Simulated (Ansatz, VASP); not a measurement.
# Rb: VASP beside Ansatz

```
CELL_PARAMETERS angstrom
-2.84444 2.84444 2.73067
2.84444 -2.84444 2.73067
2.84444 2.84444 -2.73067
ATOMIC_POSITIONS crystal
Rb 0.00000 0.00000 0.00000
```

Alike in both runs: task single point; functional PBE; k mesh 14 × 14 × 14; occupations gaussian, width 0.15 eV; no spin polarisation.

```csv
,VASP,Ansatz
version,VASP 6.6.1,Ansatz 0.2.0
potentials or method,"VASP PAW PBE potentials, release 64 (Rb_sv)","scalar-relativistic, plane waves, PAW"
plane-wave cutoff (eV),520,420
valence electrons in the cell,9,9
```

|  | VASP | Ansatz | Ansatz less VASP |
| --- | --- | --- | --- |
| gap on the k mesh at the Fermi level (eV) | none | none | - |
| pressure (GPa) | 0.1 | 0.1 | 0.00 |

A gap of «none» marks a metal or a gap that the smearing closes.
